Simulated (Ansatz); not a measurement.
# Si3N4 (P6_3/m): the host for defect calculations, part 3 of 3

Before any defect goes in: Si3N4 (P6_3/m) at rest, and how it screens a charge.

Ansatz 0.2.0; plane-wave PAW DFT, PBEsol; relaxation of the host's cell and atoms; PAW set soft_1 (the session's first sound run).

So far. Step 3 (Dielectric tensors of the host): The principal values of the electronic dielectric tensor are 4.29, 4.29 and 4.37. The principal values of the static dielectric tensor are 8.24, 8.29 and 8.29.

### 7. Defect free supercell at the zone centre

Level of this step: plane-wave PAW DFT, PBEsol; single point of the defect-free host, a test of the k-point sampling; PAW set soft_1 (Ansatz).

The supercell is run at the zone centre, to see how far that sampling misses the dense mesh.

System of this step: Si3N4 (P6_3/m). The cell holds 126 atoms: 54 Si and 72 N. Cell: a = 13.206 Å, b = 13.206 Å, c = 8.731 Å, α = 90.0°, β = 90.0°, γ = 120.0°.

File pristine.sampling_gamma/input.yaml:

```yaml
crystal:
  lattice:
    - [11.4366858739, 6.6029736679, 0.0]
    - [-11.4366858739, 6.6029736679, 0.0]
    - [0.0, 0.0, 8.7307673361]
  atoms:
    - { symbol: Si, position: [0.0195004636, 0.8065554461, 0.25] }
    - { symbol: Si, position: [0.352833797, 0.4732221127, 0.25] }
    - { symbol: Si, position: [0.6861671303, 0.1398887794, 0.25] }
    - { symbol: Si, position: [0.2129450176, 0.0195004636, 0.0833333333] }
    - { symbol: Si, position: [0.5462783509, 0.6861671303, 0.0833333333] }
    - { symbol: Si, position: [0.8796116842, 0.352833797, 0.0833333333] }
    - { symbol: Si, position: [0.1398887794, 0.4537216491, 0.0833333333] }
    - { symbol: Si, position: [0.4732221127, 0.1203883158, 0.0833333333] }
    - { symbol: Si, position: [0.8065554461, 0.7870549824, 0.0833333333] }
    - { symbol: Si, position: [0.1934445539, 0.2129450176, 0.25] }
    - { symbol: Si, position: [0.5267778873, 0.8796116842, 0.25] }
    - { symbol: Si, position: [0.8601112206, 0.5462783509, 0.25] }
    - { symbol: Si, position: [0.1203883158, 0.647166203, 0.25] }
    - { symbol: Si, position: [0.4537216491, 0.3138328697, 0.25] }
    - { symbol: Si, position: [0.7870549824, 0.9804995364, 0.25] }
    - { symbol: Si, position: [0.3138328697, 0.8601112206, 0.0833333333] }
    - { symbol: Si, position: [0.647166203, 0.5267778873, 0.0833333333] }
    - { symbol: Si, position: [0.9804995364, 0.1934445539, 0.0833333333] }
    - { symbol: "N", position: [0.0, 0.6666666667, 0.25] }
    - { symbol: "N", position: [0.3333333333, 0.3333333334, 0.25] }
    - { symbol: "N", position: [0.6666666667, 0.0, 0.25] }
    - { symbol: "N", position: [0.0, 0.3333333333, 0.0833333333] }
    - { symbol: "N", position: [0.3333333333, 0.0, 0.0833333333] }
    - { symbol: "N", position: [0.6666666667, 0.6666666666, 0.0833333333] }
    - { symbol: "N", position: [0.2134584288, 0.4565327426, 0.25] }
    - { symbol: "N", position: [0.5467917622, 0.1231994092, 0.25] }
    - { symbol: "N", position: [0.8801250955, 0.7898660759, 0.25] }
    - { symbol: "N", position: [0.0902590195, 0.8801250955, 0.0833333333] }
    - { symbol: "N", position: [0.4235923528, 0.5467917622, 0.0833333333] }
    - { symbol: "N", position: [0.7569256862, 0.2134584288, 0.0833333333] }
    - { symbol: "N", position: [0.1231994092, 0.5764076472, 0.0833333333] }
    - { symbol: "N", position: [0.4565327426, 0.2430743138, 0.0833333333] }
    - { symbol: "N", position: [0.7898660759, 0.9097409805, 0.0833333333] }
    - { symbol: "N", position: [0.2101339241, 0.0902590195, 0.25] }
    - { symbol: "N", position: [0.5434672574, 0.7569256862, 0.25] }
    - { symbol: "N", position: [0.8768005908, 0.4235923528, 0.25] }
    - { symbol: "N", position: [0.1198749045, 0.2101339241, 0.0833333333] }
    - { symbol: "N", position: [0.4532082378, 0.8768005908, 0.0833333333] }
    - { symbol: "N", position: [0.7865415712, 0.5434672574, 0.0833333333] }
    - { symbol: "N", position: [0.2430743138, 0.7865415712, 0.25] }
    - { symbol: "N", position: [0.5764076472, 0.4532082378, 0.25] }
    - { symbol: "N", position: [0.9097409805, 0.1198749045, 0.25] }
    - { symbol: Si, position: [0.0195004636, 0.8065554461, 0.5833333333] }
    - { symbol: Si, position: [0.352833797, 0.4732221127, 0.5833333333] }
    - { symbol: Si, position: [0.6861671303, 0.1398887794, 0.5833333333] }
    - { symbol: Si, position: [0.2129450176, 0.0195004636, 0.4166666667] }
    - { symbol: Si, position: [0.5462783509, 0.6861671303, 0.4166666667] }
    - { symbol: Si, position: [0.8796116842, 0.352833797, 0.4166666667] }
    - { symbol: Si, position: [0.1398887794, 0.4537216491, 0.4166666667] }
    - { symbol: Si, position: [0.4732221127, 0.1203883158, 0.4166666667] }
    - { symbol: Si, position: [0.8065554461, 0.7870549824, 0.4166666667] }
    - { symbol: Si, position: [0.1934445539, 0.2129450176, 0.5833333333] }
    - { symbol: Si, position: [0.5267778873, 0.8796116842, 0.5833333333] }
    - { symbol: Si, position: [0.8601112206, 0.5462783509, 0.5833333333] }
    - { symbol: Si, position: [0.1203883158, 0.647166203, 0.5833333333] }
    - { symbol: Si, position: [0.4537216491, 0.3138328697, 0.5833333333] }
    - { symbol: Si, position: [0.7870549824, 0.9804995364, 0.5833333333] }
    - { symbol: Si, position: [0.3138328697, 0.8601112206, 0.4166666667] }
    - { symbol: Si, position: [0.647166203, 0.5267778873, 0.4166666667] }
    - { symbol: Si, position: [0.9804995364, 0.1934445539, 0.4166666667] }
    - { symbol: "N", position: [0.0, 0.6666666667, 0.5833333333] }
    - { symbol: "N", position: [0.3333333333, 0.3333333334, 0.5833333333] }
    - { symbol: "N", position: [0.6666666667, 0.0, 0.5833333333] }
    - { symbol: "N", position: [0.0, 0.3333333333, 0.4166666667] }
    - { symbol: "N", position: [0.3333333333, 0.0, 0.4166666667] }
    - { symbol: "N", position: [0.6666666667, 0.6666666666, 0.4166666667] }
    - { symbol: "N", position: [0.2134584288, 0.4565327426, 0.5833333333] }
    - { symbol: "N", position: [0.5467917622, 0.1231994092, 0.5833333333] }
    - { symbol: "N", position: [0.8801250955, 0.7898660759, 0.5833333333] }
    - { symbol: "N", position: [0.0902590195, 0.8801250955, 0.4166666667] }
    - { symbol: "N", position: [0.4235923528, 0.5467917622, 0.4166666667] }
    - { symbol: "N", position: [0.7569256862, 0.2134584288, 0.4166666667] }
    - { symbol: "N", position: [0.1231994092, 0.5764076472, 0.4166666667] }
    - { symbol: "N", position: [0.4565327426, 0.2430743138, 0.4166666667] }
    - { symbol: "N", position: [0.7898660759, 0.9097409805, 0.4166666667] }
    - { symbol: "N", position: [0.2101339241, 0.0902590195, 0.5833333333] }
    - { symbol: "N", position: [0.5434672574, 0.7569256862, 0.5833333333] }
    - { symbol: "N", position: [0.8768005908, 0.4235923528, 0.5833333333] }
    - { symbol: "N", position: [0.1198749045, 0.2101339241, 0.4166666667] }
    - { symbol: "N", position: [0.4532082378, 0.8768005908, 0.4166666667] }
    - { symbol: "N", position: [0.7865415712, 0.5434672574, 0.4166666667] }
    - { symbol: "N", position: [0.2430743138, 0.7865415712, 0.5833333333] }
    - { symbol: "N", position: [0.5764076472, 0.4532082378, 0.5833333333] }
    - { symbol: "N", position: [0.9097409805, 0.1198749045, 0.5833333333] }
    - { symbol: Si, position: [0.0195004636, 0.8065554461, 0.9166666667] }
    - { symbol: Si, position: [0.352833797, 0.4732221127, 0.9166666667] }
    - { symbol: Si, position: [0.6861671303, 0.1398887794, 0.9166666667] }
    - { symbol: Si, position: [0.2129450176, 0.0195004636, 0.75] }
    - { symbol: Si, position: [0.5462783509, 0.6861671303, 0.75] }
    - { symbol: Si, position: [0.8796116842, 0.352833797, 0.75] }
    - { symbol: Si, position: [0.1398887794, 0.4537216491, 0.75] }
    - { symbol: Si, position: [0.4732221127, 0.1203883158, 0.75] }
    - { symbol: Si, position: [0.8065554461, 0.7870549824, 0.75] }
    - { symbol: Si, position: [0.1934445539, 0.2129450176, 0.9166666667] }
    - { symbol: Si, position: [0.5267778873, 0.8796116842, 0.9166666667] }
    - { symbol: Si, position: [0.8601112206, 0.5462783509, 0.9166666667] }
    - { symbol: Si, position: [0.1203883158, 0.647166203, 0.9166666667] }
    - { symbol: Si, position: [0.4537216491, 0.3138328697, 0.9166666667] }
    - { symbol: Si, position: [0.7870549824, 0.9804995364, 0.9166666667] }
    - { symbol: Si, position: [0.3138328697, 0.8601112206, 0.75] }
    - { symbol: Si, position: [0.647166203, 0.5267778873, 0.75] }
    - { symbol: Si, position: [0.9804995364, 0.1934445539, 0.75] }
    - { symbol: "N", position: [0.0, 0.6666666667, 0.9166666667] }
    - { symbol: "N", position: [0.3333333333, 0.3333333334, 0.9166666667] }
    - { symbol: "N", position: [0.6666666667, 0.0, 0.9166666667] }
    - { symbol: "N", position: [0.0, 0.3333333333, 0.75] }
    - { symbol: "N", position: [0.3333333333, 0.0, 0.75] }
    - { symbol: "N", position: [0.6666666667, 0.6666666666, 0.75] }
    - { symbol: "N", position: [0.2134584288, 0.4565327426, 0.9166666667] }
    - { symbol: "N", position: [0.5467917622, 0.1231994092, 0.9166666667] }
    - { symbol: "N", position: [0.8801250955, 0.7898660759, 0.9166666667] }
    - { symbol: "N", position: [0.0902590195, 0.8801250955, 0.75] }
    - { symbol: "N", position: [0.4235923528, 0.5467917622, 0.75] }
    - { symbol: "N", position: [0.7569256862, 0.2134584288, 0.75] }
    - { symbol: "N", position: [0.1231994092, 0.5764076472, 0.75] }
    - { symbol: "N", position: [0.4565327426, 0.2430743138, 0.75] }
    - { symbol: "N", position: [0.7898660759, 0.9097409805, 0.75] }
    - { symbol: "N", position: [0.2101339241, 0.0902590195, 0.9166666667] }
    - { symbol: "N", position: [0.5434672574, 0.7569256862, 0.9166666667] }
    - { symbol: "N", position: [0.8768005908, 0.4235923528, 0.9166666667] }
    - { symbol: "N", position: [0.1198749045, 0.2101339241, 0.75] }
    - { symbol: "N", position: [0.4532082378, 0.8768005908, 0.75] }
    - { symbol: "N", position: [0.7865415712, 0.5434672574, 0.75] }
    - { symbol: "N", position: [0.2430743138, 0.7865415712, 0.9166666667] }
    - { symbol: "N", position: [0.5764076472, 0.4532082378, 0.9166666667] }
    - { symbol: "N", position: [0.9097409805, 0.1198749045, 0.9166666667] }
basis:
  ecutwfc: 420
  xc_grid: 2
hamiltonian:
  xc: pbesol
  pseudopotentials: { kind: paw, azcp: { folder: soft_1 }, xc_functional: pbe }
kpoints:
  mp_grid: { grid: [1, 1, 1] }
scf:
  occupations: { method: fermi_dirac, width: 0.01 }
  max_iter: 100
  lower_state_search: "off"
checkpoint:
  write: "../pristine.sampling_gamma.run"
  compress: false
  write_wavefunctions: false
  write_every: 100000
```

On the command line:

```console
ansatz run input.yaml --threads 32 --pin off --max-ram 84787MiB --backend cuda --events-out ev --progress --plain --runs-dir out --max-vram 78GiB
```

Numbers of over 12 decimals in the logs are rounded to 6 here.

Output:

```text
[...]
GPU FFT provider: cuFFT
GPU libraries: cuBLAS 13.8.1, cuFFT 12.4.0, cuSOLVER 12.3.2
[...]
Crystal: 126 atoms, lattice volume = 1318.628 Å³
Basis set: ecut = 420 eV, 25805 PW (Γ), exchange–correlation on 180×180×120 points (8 copies of the dense FFT grid, shifted against one another)
Bands: 414, of which v1, the nominal top of the filled ones, is band 288 counted from 1 (287 counted from 0)
Symmetry: 108 space group operations
[...]
k-points: 1
[...]
GPU buffer pool allocated for 486000 grid points (all kernels)
[...]
SCF iter   1: F=—  HF=-61058.058547 eV  |Δ(HF+E_count)|=         —  Δρ=1.48e-1  dr2=3.04e2  Hψ=1868
[...]
SCF iter  10: F=-60961.538955 eV  HF=-60961.538955 eV  |Δ(HF+E_count)|=   3.69e-7  Δρ=6.81e-7  dr2=4.94e-9  Hψ=830
SCF 1 converged in 10 iterations: F = -60961.538955 eV  dr2 = 4.94e-9
[...]
SCF converged after 10 iterations
Free energy (F): -60961.538955 eV
[...]
Internal energy: -60961.538955 eV  (E = F + TS)
E sigma→0 (E₀):  -60961.538955 eV
Fermi energy:    10.123172 eV
[...]
```

Wall time 1.4 s (1 × NVIDIA GB200 with 32 threads of Arm Neoverse V2, shared host); peak memory 0.95 GiB.

### 8. Defect free supercell at the quarter point

The supercell is run at one point off the zone centre, to see how far that sampling misses the dense mesh.

pristine.sampling_quarter/input.yaml, as its differences from pristine.sampling_gamma/input.yaml of step 7:

```diff
@@ -139,3 +139,3 @@
 kpoints:
-  mp_grid: { grid: [1, 1, 1] }
+  mp_grid: { grid: [1, 1, 1], shift: [0.25, 0.25, 0.25] }
 scf:
@@ -145,3 +145,3 @@
 checkpoint:
-  write: "../pristine.sampling_gamma.run"
+  write: "../pristine.sampling_quarter.run"
   compress: false
```

Output:

```text
[...]
GPU FFT provider: cuFFT
GPU libraries: cuBLAS 13.8.1, cuFFT 12.4.0, cuSOLVER 12.3.2
[...]
Crystal: 126 atoms, lattice volume = 1318.628 Å³
Basis set: ecut = 420 eV, 25805 PW (Γ), exchange–correlation on 180×180×120 points (8 copies of the dense FFT grid, shifted against one another)
Bands: 414, of which v1, the nominal top of the filled ones, is band 288 counted from 1 (287 counted from 0)
Symmetry: 18 space group operations
k-points: 1
[...]
GPU buffer pool allocated for 486000 grid points (all kernels)
[...]
SCF iter   1: F=—  HF=-61059.557799 eV  |Δ(HF+E_count)|=         —  Δρ=1.48e-1  dr2=3.01e2  Hψ=1914
[...]
SCF iter  11: F=-60964.386776 eV  HF=-60964.386776 eV  |Δ(HF+E_count)|=   3.07e-8  Δρ=5.29e-7  dr2=3.06e-9  Hψ=871
SCF 1 converged in 11 iterations: F = -60964.386776 eV  dr2 = 3.06e-9
[...]
SCF converged after 11 iterations
Free energy (F): -60964.386776 eV
[...]
Internal energy: -60964.386776 eV  (E = F + TS)
E sigma→0 (E₀):  -60964.386776 eV
Fermi energy:    10.278112 eV
[...]
```

Wall time 1.7 s (1 × NVIDIA GB200 with 32 threads); peak memory 1.1 GiB.

### 9. Summary of results

```json
{
 "primitive cell vectors, lengths": "7.624, 7.624, 2.910 Å",
 "electronic dielectric constant": "principal values (4.29, 4.29, 4.37)",
 "static dielectric constant": "principal values (8.24, 8.29, 8.29)",
 "gap on the k-mesh of the response run (PBEsol)": "4.20 eV",
 "supercell relaxed in its symmetry less the displaced and relaxed one": "0.000 eV",
 "energy an atom at the zone centre alone less that on the dense mesh": "0.022 eV",
 "energy an atom at one point at (¼, ¼, ¼) less that on the dense mesh": "0.000 eV"
}
```

In words: Step 4: First to last step the energy falls by 0.009 eV; the largest move, 0.006 Å, is that of N39 and 17 other atoms alike. Step 5: The energy fell by 6.625 eV from the randomly displaced start; against the sites as typed, N77 ends farthest off, by 0.01 Å, once the mean shift is taken out. The displaced cell ends within 0.01 eV of the symmetric one relaxed in its symmetry, so no lower structure shows in this supercell. The k-mesh can miss the band edges, so this gap is an upper bound at this level. All at zero temperature.

[Logs are printed without paths, hosts, clocks, repeated set-up lines and the standing remarks that a program may print on its own settings, such as how far it seeks lower states.]

[Hosts, paths, dates, database ids (printed as entryN), source tags and the programs' standing remarks are cut or masked in the printed files.]

[Runs of the host that timed out are not shown.]

[For some hosts the program warned that the k-mesh of the response run may be too coarse for force constants and the static dielectric constant; such warnings are not always shown.]
